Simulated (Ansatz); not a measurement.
SiO₂: Quadrupolar parameters

The cell is a Materials Project structure (computed, not necessarily an observed phase), ions relaxed with PBE at fixed cell.

```cif
data_SiO2
_symmetry_space_group_name_H-M 'P2_13'
_symmetry_Int_Tables_number 198
_cell_length_a 7.0818
_cell_length_b 7.0818
_cell_length_c 7.0818
_cell_angle_alpha 90.000
_cell_angle_beta 90.000
_cell_angle_gamma 90.000
loop_
_atom_site_label
_atom_site_type_symbol
_atom_site_symmetry_multiplicity
_atom_site_Wyckoff_symbol
_atom_site_fract_x
_atom_site_fract_y
_atom_site_fract_z
Si1 Si 4 a 0.9771 0.5229 0.4771
Si5 Si 4 a 0.7142 0.7858 0.2142
O9 O 12 b 0.8607 0.3328 0.5326
O17 O 4 a 0.1542 0.1542 0.1542
```

One atom of each set is listed.

All values are calculated (Ansatz; DFT, r2SCAN, plane waves and PAW, scalar-relativistic, 500 eV cutoff, Γ-centred 3×3×3 k-points, Fermi–Dirac smearing 0.02 eV), not measured.

Conventions: |V_zz| ≥ |V_yy| ≥ |V_xx|, η = (V_xx − V_yy)/V_zz, C_Q = eQV_zz/h. ν_Q = 3|C_Q|/[2I(2I − 1)].

O-17: I = 5/2, Q = -25.58 mb. Nuclear quadrupole moments: year-2017 set (Pyykkö).

**Question.** Which values are expected at the nuclei?

**Answer.** 

| site | atoms | first shell | C_Q (MHz) | η | ν_Q (MHz) |
| --- | --- | --- | --- | --- | --- |
| O9 | 12 | 2 Si at 1.62–1.63 Å, angle 142° | -5.75 | 0.22 | 0.863 |
| O17 | 4 | 2 Si at 1.61 Å, angle 180° | -6.47 | 0.00 | 0.970 |

An axis of threefold or higher order runs through O17, so V_zz lies along it and η is zero. At O9 V_zz runs parallel to the line that joins its two neighbours (within 1°).

Si has no stable isotope with a ground-state quadrupole moment in the table, so these sites are left out.

The largest force is 0.3 eV/Å, so the atoms aren't at the calculated equilibrium and relaxing them would move these values.
